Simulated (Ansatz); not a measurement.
# HfO2: a trigonal deformation path

The task here is to estimate one member of a computed series from the others.

Computed with Ansatz 0.2.0 (DFT r2SCAN, scalar-relativistic, plane waves, PAW, unless a step's input says otherwise).

### Starting point

The structure is cubic, space group Fm-3m (No. 225). Conventional cell: a = 5.115 Å, b = 5.115 Å, c = 5.115 Å, α = 90.00°, β = 90.00°, γ = 90.00°. Around Hf (site symmetry m-3m) lie 8 O at 2.21 Å. Around O (site symmetry -43m) lie 4 Hf at 2.21 Å.

Structure file:

```cif
data_structure
_symmetry_space_group_name_H-M 'Fm-3m'
_symmetry_Int_Tables_number 225
_cell_length_a 5.1150
_cell_length_b 5.1150
_cell_length_c 5.1150
_cell_angle_alpha 90.000
_cell_angle_beta 90.000
_cell_angle_gamma 90.000
_cell_volume 133.82
loop_
_atom_site_label
_atom_site_type_symbol
_atom_site_symmetry_multiplicity
_atom_site_Wyckoff_symbol
_atom_site_fract_x
_atom_site_fract_y
_atom_site_fract_z
_atom_site_occupancy
Hf1 Hf 4 a 0.00000 0.00000 0.00000 1
O1 O 8 c 0.25000 0.75000 0.75000 1
```

No relaxation comes first: the listed cell is the starting point.

### The reference cell

The reference gives a free energy of -16876.1609 eV, pressure -8.43 GPa, largest force 0.000 eV/Å and gap on the mesh 4.21 eV. It was computed beforehand with the settings of the runs below.

Set-up of the first run:

At fixed volume and fractional coordinates, lengths along (0.577, 0.577, 0.577) are scaled against those across it; ρ is that ratio over its starting value.

Contents of input.yaml:

```yaml
crystal:
  lattice:
    - [-1.074082695, 2.1481653901, 2.1481653901]
    - [2.1481653901, -1.074082695, 2.1481653901]
    - [2.1481653901, 2.1481653901, -1.074082695]
  atoms:
    - { symbol: Hf, position: [0.0, 0.0, 0.0] }
    - { symbol: O, position: [0.25, 0.25, 0.25] }
    - { symbol: O, position: [0.75, 0.75, 0.75] }
basis:
  ecutwfc: 500
kpoints:
  mp_grid: { grid: [8, 8, 8] }
hamiltonian:
  xc: r2scan
scf:
  occupations: { method: gaussian, width: 0.05 }
output:
  forces: true
  stress: true
  eigenvalues: true
```

Run with:

```console
ansatz run input.yaml --threads 1 --pin off --max-ram 2560MiB --backend cpu --events-out ev --progress --plain --runs-dir out
```

Steps of the session up to this table: Point ρ = 0.500; ρ = 2.000; ρ = 0.710; ρ = 1.410; Point ρ = 0.600; Point ρ = 0.850; At ρ = 1.200; ρ = 1.700; ρ = 0.930; At ρ = 1.080.

One of the session's tables, all rows but one given; the rest of the session is left out.

Collected from the runs (energy zero: the undisturbed cell):

```
    ρ  ΔE (meV/atom)  pressure (GPa)  gap on the mesh (eV)
0.500         8283.6           204.0                  0.00
0.600         3472.0           131.1                  1.67
0.710         1044.4            44.1                  4.17
0.850          148.3             1.0                  4.47
0.930           23.8            -6.7                  4.27
1.000            0.0            -8.4                  4.21
1.080              ?               ?                     ?
1.200           81.8            -0.5                  4.45
1.410          194.3            13.9                  4.23
1.700          409.9            31.6                  3.93
2.000          843.8            45.4                  3.34
```

Q: Estimate the row for ρ = 1.080 from the others.

Worked estimate for «ΔE (meV/atom)». A straight line through the neighbours (1.000, 0.0) and (1.200, 81.8) gives 0.0 + (81.8 − 0.0) × (1.080 − 1.000) / (1.200 − 1.000) = 32.7; a parabola fitted to 4 rows on both sides gives 32.4.

The run gave: ΔE (meV/atom): 19.0; pressure (GPa): -6.8; gap on the mesh (eV): 4.27. In «ΔE (meV/atom)» the line misses by +13.7 and the parabola by +13.4.

Where the gap reads zero, the mesh chosen for the insulator is on the coarse side.
